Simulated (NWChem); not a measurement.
# CHF3 (trifluoromethane) at HF/STO-3G

Aim: the energy change on altering one bond length of CHF3 (trifluoromethane) at HF/STO-3G, from 2 runs. 

The results are computed with NWChem 7.3.0.

6 further runs of the same task are left out: 3 that didn't finish, 3 set aside as unsound or not needed.

### 1 Starting point

The species is CHF3 (5 atoms), meant as a singlet with charge 0. SMILES: `FC(F)F`. The shape is that of a PBE0-D4/def2-TZVP optimisation.

Bond lengths: F1–C2 1.331 Å, C2–F3 1.331 Å, C2–F4 1.331 Å, C2–H5 1.093 Å. Angles: F1–C2–F3 108.5°, F1–C2–F4 108.5°, F3–C2–F4 108.5°, F1–C2–H5 110.4°, F3–C2–H5 110.4°, F4–C2–H5 110.4°.

### 2 Energy and forces at HF/STO-3G

run.py reads:

```python
from ase import Atoms
from ase.calculators.nwchem import NWChem

system = Atoms('FCFFH', positions=[
    [-0.668650, -0.329700, 1.079190],
    [0.019500, 0.056360, 0.006820],
    [1.047350, -0.773770, -0.157470],
    [-0.772570, -0.035090, -1.059420],
    [0.374370, 1.082210, 0.130870],
])

calc = NWChem(
    label='m1',
    theory='scf',
    memory='2200 mb',
    basis='STO-3G',
    basispar='spherical bse',
    scf={'nopen': '0', 'rhf': None, 'thresh': '1e-08', 'maxiter': '80'},
)
system.calc = calc

forces = system.get_forces()
e = system.get_potential_energy()
print(f"E = {e:.6f} eV")
print("forces (eV/A):")
for s, f in zip(system.symbols, forces):
    print(f"{s:2s} {f[0]:10.5f} {f[1]:10.5f} {f[2]:10.5f}")
print("dipole (e A):", system.get_dipole_moment().round(4))
```

Command:

```sh
$ export ASE_NWCHEM_COMMAND="nwchem PREFIX.nwi > PREFIX.nwo"
$ python run.py
```

Standard output:

```text
E = -9036.723949 eV
forces (eV/A):
F    -1.42449   -0.68972    2.30931
C     0.38093    1.10187    0.13257
F     2.24447   -1.63908   -0.33491
F    -1.64623   -0.06001   -2.26278
H     0.44532    1.28694    0.15581
dipole (e A): [0.0735 0.2125 0.0257]
```

The calculator wrote m1.nwi:

```
title "m1"

permanent_dir m1

scratch_dir m1

start m1

geometry units angstrom nocenter noautosym noautoz
  F  -6.6864999999999997e-01 -3.2969999999999999e-01 1.0791900000000001e+00
  C  1.9500000000000000e-02 5.6360000000000000e-02 6.8199999999999997e-03
  F  1.0473500000000000e+00 -7.7376999999999996e-01 -1.5747000000000000e-01
  F  -7.7256999999999998e-01 -3.5090000000000003e-02 -1.0594200000000000e+00
  H  3.7436999999999998e-01 1.0822099999999999e+00 1.3086999999999999e-01
end

memory 2200 mb

basis spherical bse noprint
   * library STO-3G
end

scf
  nopen 0
  rhf
  thresh 1e-08
  maxiter 80
end

task scf gradient
```

m1.nwo, shortened:

```text
[...]
         Total SCF energy =   -332.093482535742
      One-electron energy =   -732.681900590760
      Two-electron energy =    266.635474036614
 Nuclear repulsion energy =    133.952944018405
[... 3 lines left out ...]
             Final eigenvalues
[... 25 lines left out ...]
                       ROHF Final Molecular Orbital Analysis
[...]
  wavefunction    =   RHF
                         RHF ENERGY GRADIENTS
    atom               coordinates                        gradient
                 x          y          z           x          y          z
   1 F      -1.263565  -0.623043   2.039373    0.027702   0.013413  -0.044909
   2 C       0.036850   0.106505   0.012888   -0.007408  -0.021428  -0.002578
   3 F       1.979205  -1.462213  -0.297575   -0.043648   0.031875   0.006513
   4 F      -1.459946  -0.066310  -2.002014    0.032014   0.001167   0.044004
   5 H       0.707457   2.045080   0.247308   -0.008660  -0.025027  -0.003030
[...]
```

It took 1.2 s on 1 thread of Intel Xeon 6975P-C (Granite Rapids), shared host; peak memory 0.1 GiB.

### 3 The distorted shape: the energy at HF/STO-3G

work.nw reads:

```
start work
title "CHF3"
memory total 2200 mb
charge 0

geometry units angstroms noautosym nocenter noautoz
  F       -1.094483      -1.560688       0.930334
  C       -0.406333      -1.174628      -0.142036
  F        0.621517      -2.004758      -0.306326
  F       -1.198403      -1.266078      -1.208276
  H        0.374370       1.082210       0.130870
end

basis spherical bse
  F library STO-3G
  C library STO-3G
  H library STO-3G
end

scf
  singlet
  rhf
  thresh 1e-08
  maxiter 80
end

task scf energy
```

Command:

```sh
$ nwchem work.nw > work.out
```

Standard output:

```text
[...]
  functions       =    21
[...]
  wavefunction    = RHF
[...]
         Total SCF energy =   -331.813076310578
      One-electron energy =   -723.739771478700
      Two-electron energy =    262.151704083275
 Nuclear repulsion energy =    129.774991084847
        Time for solution =      0.3s
[...]
```

Run time: 0.84 s. Hardware: 1 thread of Intel Xeon 6975P-C (Granite Rapids), shared host; peak memory 0.1 GiB.

### 4 Summary of results

Level: HF/STO-3G.

```
                                                         quantity          value
                                        first shape: total energy  -332.09348 Eh
                                       first shape: dipole moment         1.09 D
                                         first shape: HOMO energy      -11.79 eV
                                         first shape: LUMO energy       16.36 eV
                                       first shape: HOMO–LUMO gap       28.15 eV
                            first shape: largest force on an atom     2.800 eV/Å
                                    distorted shape: total energy  -331.81308 Eh
                                   distorted shape: dipole moment         0.05 D
                                     distorted shape: HOMO energy       -6.45 eV
                                     distorted shape: LUMO energy        2.61 eV
                                   distorted shape: HOMO–LUMO gap        9.06 eV
energy change with the C2–H5 bond stretched from 1.093 to 2.404 Å       7.630 eV
```

**Reading.** One bond (distorted shape) is far stretched, which a spin-restricted single reference describes badly; a broken-symmetry solution may lie lower. With the C2–H5 bond stretched from 1.093 to 2.404 Å the energy rises by 7.63 eV (176 kcal/mol). The first shape isn't relaxed at this level, so the change isn't measured from a minimum. A restricted reference can't describe the breaking bond well at this length. The minimal basis adds a large error of its own. The largest force (first shape) is 2.80 eV/Å: the shape isn't a stationary point for this species at this level. Mulliken charges (first shape) run from -0.16 on F1 to +0.41 on C2; they depend strongly on the basis. Mulliken charges (distorted shape) run from -0.13 on F1 to +0.43 on C2; they depend strongly on the basis.
